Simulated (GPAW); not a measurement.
# Sn (P-1) in GPAW: notebook

The runs below take Sn through optical spectrum, with PBE.

All numbers are computed with GPAW 26.7.0; they aren't measurements. Logs are shortened: lines on timing, memory, paths and dates and some standing lists are left out, and cuts for length are marked. The log counts tension as positive stress, the text compression.

### Step 1. The cell of the first run

The typed cell holds 1 atom: a = 3.333 Å, b = 3.368 Å, c = 3.352 Å, α = 110.00°, β = 108.91°, γ = 109.87°.

This isn't the form of Sn at room conditions, which is tetragonal (white tin).

### Step 2. Optical spectrum, PBE (cell sheared at random, sigma 0.01, atoms nudged by 0.01 Å)

Contents of run.py:

```python
from ase import Atoms
from ase.dft.bandgap import bandgap
from ase.io import write
from gpaw import GPAW, PW
from gpaw.response.df import DielectricFunction

atoms = Atoms(['Sn'],
              cell=[[-1.9282288291, 1.9350138324, 1.9099389531],
                    [1.934319007, -1.9592239883, 1.9402392971],
                    [1.9201807396, 1.9511758988, -1.934149109]],
              scaled_positions=[[0.0, 0.0, 0.0]],
              pbc=True)

calc = GPAW(mode=PW(400),
            xc='PBE',
            kpts={'size': (8, 8, 8), 'gamma': True},
            occupations={'name': 'fermi-dirac', 'width': 0.05},
            nbands=14,
            convergence={'density': 1e-06},
            maxiter=150,
            txt='gpaw.txt')
atoms.calc = calc
energy = atoms.get_potential_energy()
calc.write('gs.gpw')
write('result.traj', atoms)
print(f'Energy: {energy:.6f} eV')
print('Fermi level:', round(calc.get_fermi_level(), 4), 'eV')
print(f'Gap: {bandgap(calc)[0]:.4f} eV, direct: {bandgap(calc, direct=True)[0]:.4f} eV')

dense = calc.fixed_density(kpts={'size': (12, 12, 12), 'gamma': True},
                           nbands=23, convergence={'bands': 17, 'eigenstates': 1e-7},
                           update_fermi_level=True, txt='dense.txt')
dense.write('dense.gpw', mode='all')

df = DielectricFunction('dense.gpw', frequencies={'type': 'nonlinear', 'domega0': 0.05, 'omega2': 10},
                        eta=0.1, ecut=50, nbands=17, rate='eta', txt='df.txt')
for direction in ['x', 'y', 'z']:
    df.get_dielectric_function(xc='RPA', direction=direction, filename=f'df_{direction}.csv')
```

Potentials or basis: GPAW PAW data sets (gpaw-data 1.2.1), pw.

On the command line:

```console
OMP_NUM_THREADS=1 python run.py
```

gpaw.txt:

```text
__  _  _
 | _ |_)|_||  |
 |__||  | ||/\| - 26.7.0

Input parameters:
  mode=PW(ecut=400.0),
  convergence={'density': 1e-06},
  kpts=MonkhorstPack(size=(8, 8, 8), gamma=True),
  maxiter=150,
  nbands=14,
  occupations=Occupations(name='fermi-dirac', width=0.05),
  xc=XC(name='PBE')

Diagonalizing LCAO Hamiltonian
Converting LCAO to pw mode

       Sn

Atoms  # Å, Bohr magnetons
|   | symbol |        x |        y |        z |    initial magnetic moments |
|---|--------|----------|----------|----------|-----------------------------|
| 0 |     Sn | 0.000000 | 0.000000 | 0.000000 | ( 0.0000,  0.0000,  0.0000) |

Unit cell  # Å
| periodic |         x |         y |         z |  lengths |     angles |
|----------|-----------|-----------|-----------|----------|------------|
|      yes | -1.928229 |  1.935014 |  1.909939 | 3.333198 | 109.999645 |
|      yes |  1.934319 | -1.959224 |  1.940239 | 3.368186 | 108.911593 |
|      yes |  1.920181 |  1.951176 | -1.934149 | 3.351882 | 109.866420 |

Number of symmetries: 2
Symmetry operations  # r_c * U_cc + t_c -> r_c
|   | kind |            matrix            |
|---|------|------------------------------|
| 0 |  E   |  1, 0, 0,  0, 1, 0,  0, 0, 1 |
| 1 |  i   | -1, 0, 0,  0,-1, 0,  0, 0,-1 |

BZ-sampling:
  Number of BZ points: 512
  Number of IBZ points: 260

  Monkhorst-Pack size: [8, 8, 8]
  Monkhorst-Pack shift: [0.0625, 0.0625, 0.0625]

K-points  # in reciprocal-cell coordinates
|     |                                coordinates |     weight |
|-----|--------------------------------------------|------------|
|   0 | (  0.00000000,   0.00000000,   0.00000000) | 0.00195312 |
|   1 | (  0.00000000,   0.00000000,   0.12500000) | 0.00390625 |
|   2 | (  0.00000000,   0.00000000,   0.25000000) | 0.00390625 |
|   3 | (  0.00000000,   0.00000000,   0.37500000) | 0.00390625 |
|   4 | (  0.00000000,   0.00000000,   0.50000000) | 0.00195312 |
|   5 | (  0.00000000,   0.12500000,  -0.37500000) | 0.00390625 |
|   6 | (  0.00000000,   0.12500000,  -0.25000000) | 0.00390625 |
|   7 | (  0.00000000,   0.12500000,  -0.12500000) | 0.00390625 |
|   8 | (  0.00000000,   0.12500000,   0.00000000) | 0.00390625 |
|   9 | (  0.00000000,   0.12500000,   0.12500000) | 0.00390625 |
| ... |                                            |            |
| 259 | (  0.50000000,   0.50000000,   0.50000000) | 0.00195312 |

Plane wave coefficients: 540
Cutoff: 400.0 eV

Spin-components: 1 (collinear spins)
Bands:           14
Projectors:      6
Spin-degeneracy: 2
Datatype:        complex128

Parallelization:
  kpt:    1
  domain: 1
  band:   1

Density:
  Valence electrons: 14.0
  Components: 1
  Grid points: [16 16 16]
  Charge: 0.0  # |e|

Potential:
  Grid points: [16 16 16]

species:
  Sn:
    name:    Tin
    Z:       50.0
    valence: 14
    core:    36
    charge:  0.0  # [|e|]
    compensation charges:
      type: gauss
      rc: 0.38  # [Å]
      lmax: 2
    cutoffs:
      filter: 2.23  # [Å]
      core: 2.35  # [Å]
    projectors
    | kind |    occ | energy [eV] | rcut [Å] |
    |------|--------|-------------|----------|
    |   5s |  2.000 |     -10.538 |    1.201 |
    |   5p |  2.000 |      -3.696 |    1.270 |
    |   4d | 10.000 |     -25.845 |    1.185 |
    |    s |        |      16.674 |    1.201 |
    |    p |        |      23.515 |    1.270 |
    |    d |        |       1.367 |    1.185 |

    Using partial waves for Sn as LCAO basis

Reference energy: -168010.693307  # eV

eigensolver:
  PPCG
  Converge bands: occupied
  niter=2

density mixing:
  MSR1-Mixer
  Pratt-step length: 0.05
  Maximum mixing coefficient: 0.75
  Old densities: 10
  SVD Regularization: 0.005
  Good broyden scale: 1.0
  Trust region scale: 1.0
  Backstep threshold: 4.0
  History deletion threshold: 6.0
  Fourier metric: weight=20.0, sigma=0.015

occupation numbers:
  Fermi-Dirac:
    width: 0.0500  # eV

poisson solver:
  ecut: 3200.0  # eV

xc functional:
  name: PBE with 2 nearest neighbor stencil

convergence criteria:
- Maximum integral of absolute [dens]ity change: 1e-06 electrons / valence electron
- Maximum [total energy] change in last 3 cyles: 0.0005 eV / valence electron
- Maximum integral of absolute [eigenst]ate change: 4e-08 eV^2 / valence electron
maximum number of iterations: 150

SCF iterations
|iter     | |      energy | eigst |  dens |
|---------|-|-------------|-------|-------|
|iter:   1| |   -3.852489 | -0.44 |       |
|iter:   2| |   -3.851419 | -2.98 | -1.78 |
|iter:   3| |   -3.840380 | -3.04 | -1.80 |
|iter:   4| |   -3.840372 | -4.63 | -2.37 |
|iter:   5| |   -3.840417c| -5.13 | -3.00 |
|iter:   6| |   -3.840420c| -6.28 | -3.84 |
|iter:   7| |   -3.840420c| -7.70c| -4.61 |
|iter:   8| |   -3.840420c| -8.30c| -5.33 |
|iter:   9| |   -3.840420c| -9.08c| -6.32c|

Converged in 9 steps
Energy contributions relative to reference atoms: (reference = -168010.693307)

Energy contributions:
  Kinetic:           4.680468
  Coulomb:          -4.894091
  Zero:              0.110425
  External:          0.000000
  Xc:               -3.733447
  Entropy:          -0.007549
  Spinorbit:         0.000000
  ----------------------------
  Free energy:      -3.844194
  Extrapolated:     -3.840420

dipole moment: (-6.524660, -6.527013, -6.489969)  # |e|*Ang

Fermi level: 6.519
Eigenvalues  # (at kpt = [0.000, 0.000, 0.000])
| band index |      eig [eV] | occ [0-2] |
|------------|---------------|-----------|
|          0 |       -14.907 |     2.000 |
|          1 |       -14.903 |     2.000 |
|          2 |       -14.897 |     2.000 |
|          3 |       -14.787 |     2.000 |
|          4 |       -14.784 |     2.000 |
|          5 |        -4.068 |     2.000 |
|          6 |        13.878 |     0.000 |
|          7 |        14.037 |     0.000 |
|          8 |        14.116 |     0.000 |
|          9 |        18.574 |     0.000 |
|         10 |        18.712 |     0.000 |
|         11 |        18.784 |     0.000 |
|         12 |        18.801 |     0.000 |
|         13 |        18.996 |     0.000 |

No gap
No difference between direct/indirect transitions
# Writing to gs.gpw (mode='')
```

It took 3.4 min on 1 thread of Intel Xeon Platinum 8259CL at 2.50GHz (Skylake/Cascade Lake), shared host; peak memory 0.55 GiB.

What came out:

* Free energy: -3.8442 eV
* Band gap on the k mesh: none (metal or under the smearing width)

Dielectric function (mean over the directions given):
```tsv
energy (eV)	real part	imaginary part
0.77	-144.14	66.76
1.15	-78.18	57.09
1.66	-44.21	23.87
2.18	-23.55	17.72
2.54	-28.17	13.77
3.04	-16.40	5.25
3.56	-12.45	4.44
4.03	-8.37	1.92
4.44	-7.34	3.17
4.94	-5.92	1.39
5.38	-4.05	1.60
5.91	-4.08	1.18
6.31	-3.06	1.57
6.79	-3.19	0.71
7.29	-2.53	0.55
7.81	-1.64	0.62
8.16	-1.60	0.83
8.71	-1.52	0.48
9.18	-1.23	0.39
9.66	-0.90	0.34
10.06	-0.80	0.37
10.57	-0.57	0.29
11.09	-0.47	0.31
11.52	-0.38	0.31
11.96	-0.37	0.27
12.42	-0.19	0.19
12.88	-0.17	0.20
13.48	0.00	0.11
13.85	0.09	0.13
14.35	0.13	0.19
14.86	0.16	0.11
15.39	0.25	0.07
15.80	0.32	0.10
16.36	0.34	0.09
16.93	0.41	0.06
17.51	0.46	0.09
17.96	0.49	0.06
18.58	0.56	0.04
19.22	0.60	0.05
19.87	0.67	0.03
```

Caveat: the intraband term hangs on this k mesh; the long-wavelength limit can be off by a per cent or two; independent-particle spectra lack excitons.

### Step 3. Optical spectrum, PBE (cell sheared at random, sigma 0.01, atoms nudged by 0.01 Å)

Changes to run.py since step 2:

```diff
@@ -7,5 +7,5 @@
 atoms = Atoms(['Sn'],
-              cell=[[-1.9282288291, 1.9350138324, 1.9099389531],
-                    [1.934319007, -1.9592239883, 1.9402392971],
-                    [1.9201807396, 1.9511758988, -1.934149109]],
+              cell=[[-1.8784456844, 1.8850555121, 1.8606280177],
+                    [1.8843786258, -1.9086406085, 1.8901460654],
+                    [1.870605381, 1.9008003051, -1.8842131141]],
               scaled_positions=[[0.0, 0.0, 0.0]],
```

Potentials or basis: GPAW PAW data sets (gpaw-data 1.2.1), pw.

On the command line:

```console
OMP_NUM_THREADS=1 python run.py
```

gpaw.txt:

```text
__  _  _
 | _ |_)|_||  |
 |__||  | ||/\| - 26.7.0

Input parameters:
  mode=PW(ecut=400.0),
  convergence={'density': 1e-06},
  kpts=MonkhorstPack(size=(8, 8, 8), gamma=True),
  maxiter=150,
  nbands=14,
  occupations=Occupations(name='fermi-dirac', width=0.05),
  xc=XC(name='PBE')

Diagonalizing LCAO Hamiltonian
Converting LCAO to pw mode

       Sn

Atoms  # Å, Bohr magnetons
|   | symbol |        x |        y |        z |    initial magnetic moments |
|---|--------|----------|----------|----------|-----------------------------|
| 0 |     Sn | 0.000000 | 0.000000 | 0.000000 | ( 0.0000,  0.0000,  0.0000) |

Unit cell  # Å
| periodic |         x |         y |         z |  lengths |     angles |
|----------|-----------|-----------|-----------|----------|------------|
|      yes | -1.878446 |  1.885056 |  1.860628 | 3.247142 | 109.999645 |
|      yes |  1.884379 | -1.908641 |  1.890146 | 3.281226 | 108.911593 |
|      yes |  1.870605 |  1.900800 | -1.884213 | 3.265343 | 109.866420 |

Number of symmetries: 2
Symmetry operations  # r_c * U_cc + t_c -> r_c
|   | kind |            matrix            |
|---|------|------------------------------|
| 0 |  E   |  1, 0, 0,  0, 1, 0,  0, 0, 1 |
| 1 |  i   | -1, 0, 0,  0,-1, 0,  0, 0,-1 |

BZ-sampling:
  Number of BZ points: 512
  Number of IBZ points: 260

  Monkhorst-Pack size: [8, 8, 8]
  Monkhorst-Pack shift: [0.0625, 0.0625, 0.0625]

K-points  # in reciprocal-cell coordinates
[... 68 lines left out ...]
  Converge bands: occupied
  niter=2

density mixing:
  MSR1-Mixer
  Pratt-step length: 0.05
  Maximum mixing coefficient: 0.75
  Old densities: 10
  SVD Regularization: 0.005
  Good broyden scale: 1.0
  Trust region scale: 1.0
  Backstep threshold: 4.0
  History deletion threshold: 6.0
  Fourier metric: weight=20.0, sigma=0.015

occupation numbers:
  Fermi-Dirac:
    width: 0.0500  # eV

poisson solver:
  ecut: 3200.0  # eV

xc functional:
  name: PBE with 2 nearest neighbor stencil

convergence criteria:
- Maximum integral of absolute [dens]ity change: 1e-06 electrons / valence electron
- Maximum [total energy] change in last 3 cyles: 0.0005 eV / valence electron
- Maximum integral of absolute [eigenst]ate change: 4e-08 eV^2 / valence electron
maximum number of iterations: 150

SCF iterations
|iter     | |      energy | eigst |  dens |
|---------|-|-------------|-------|-------|
|iter:   1| |   -3.852708 | -0.37 |       |
|iter:   2| |   -3.851429 | -2.99 | -1.76 |
|iter:   3| |   -3.838572 | -3.03 | -1.79 |
|iter:   4| |   -3.838500 | -4.41 | -2.34 |
|iter:   5| |   -3.838554c| -5.10 | -2.94 |
|iter:   6| |   -3.838559c| -6.35 | -3.83 |
|iter:   7| |   -3.838559c| -7.46c| -4.49 |
|iter:   8| |   -3.838559c| -8.33c| -5.36 |
|iter:   9| |   -3.838559c| -9.02c| -6.00 |
|iter:  10| |   -3.838559c| -9.40c| -6.79c|

Converged in 10 steps
Energy contributions relative to reference atoms: (reference = -168010.693307)

Energy contributions:
  Kinetic:           6.785599
  Coulomb:          -6.405370
  Zero:              0.108929
  External:          0.000000
  Xc:               -4.323362
  Entropy:          -0.008711
  Spinorbit:         0.000000
  ----------------------------
  Free energy:      -3.842915
  Extrapolated:     -3.838559

dipole moment: (-6.354406, -6.356698, -6.320621)  # |e|*Ang

Fermi level: 7.380
Eigenvalues  # (at kpt = [0.000, 0.000, 0.000])
| band index |      eig [eV] | occ [0-2] |
|------------|---------------|-----------|
|          0 |       -14.091 |     2.000 |
|          1 |       -14.088 |     2.000 |
|          2 |       -14.078 |     2.000 |
|          3 |       -13.937 |     2.000 |
|          4 |       -13.935 |     2.000 |
|          5 |        -3.762 |     2.000 |
|          6 |        15.443 |     0.000 |
|          7 |        15.620 |     0.000 |
|          8 |        15.705 |     0.000 |
|          9 |        19.608 |     0.000 |
|         10 |        19.743 |     0.000 |
|         11 |        19.825 |     0.000 |
|         12 |        20.202 |     0.000 |
|         13 |        20.223 |     0.000 |

No gap
No difference between direct/indirect transitions
# Writing to gs.gpw (mode='')
```

df.txt:

```text
NonLinearFrequencyDescriptor(from 0.000 to 49.244 eV, 325 points)
NonLinearFrequencyDescriptor(from 0.000 to 49.244 eV, 325 points)

Calculating chi0 body with:
    Ground state adapter containing:
    Number of spins: 1
    Number of kpoints: 1728
    Number of irreducible kpoints: 868
    Number of completely occupied states: 6
    Number of partially occupied states: 9

    Linear response parametrization:
    q_c: [0.0, 0.0, 0.0]
    Number of frequency points: 325
[... 43 lines left out ...]
    Number of kpoints: 1728
    Number of irreducible kpoints: 868
    Number of completely occupied states: 6
    Number of partially occupied states: 9

Symmetries of q_c:
    Direct symmetries (Uq -> q): 2
    Indirect symmetries (TUq -> q): 0
In total 2 allowed symmetries.

Integral kind: intraband
Plasma frequency:
[[8.96+0.j   0.  -2.88j 2.3 -0.j  ]
 [0.  -2.88j 9.9 +0.j   0.  +4.03j]
 [2.3 -0.j   0.  +4.03j 9.62+0.j  ]]

Finished calculating chi0
```

Wall time 2.7 min (1 thread of Arm Neoverse V1, shared host); peak memory 0.51 GiB.

Results:

```
Free energy            : -3.8429 eV
Band gap on the k mesh : none (metal or under the smearing width)
```

Dielectric function (mean over the directions given):
```tsv
energy (eV)	real part	imaginary part
0.77	-108.10	77.89
1.15	-82.15	60.77
1.66	-48.68	20.67
2.18	-19.56	14.08
2.54	-25.46	13.85
3.04	-14.53	3.87
3.56	-11.08	4.06
4.03	-8.42	2.24
4.44	-6.59	2.85
4.94	-5.67	1.27
5.38	-3.86	1.40
5.91	-4.20	1.50
6.31	-2.97	1.24
6.79	-3.15	0.97
7.29	-2.24	0.61
7.81	-1.72	0.38
8.16	-1.34	0.56
8.71	-1.44	0.64
9.18	-1.11	0.36
9.66	-0.93	0.33
10.06	-0.69	0.29
10.57	-0.56	0.25
11.09	-0.34	0.21
11.52	-0.27	0.29
11.96	-0.22	0.25
12.42	-0.16	0.22
12.88	-0.04	0.13
13.48	0.04	0.15
13.85	0.10	0.10
14.35	0.22	0.08
14.86	0.30	0.14
15.39	0.27	0.12
15.80	0.34	0.07
16.36	0.42	0.06
16.93	0.45	0.09
17.51	0.50	0.05
17.96	0.57	0.06
18.58	0.59	0.06
19.22	0.65	0.04
19.87	0.70	0.05
```

Caveat: the intraband term hangs on this k mesh; the long-wavelength limit can be off by a per cent or two; independent-particle spectra lack excitons.

(Part 1 of 2 ends here.)
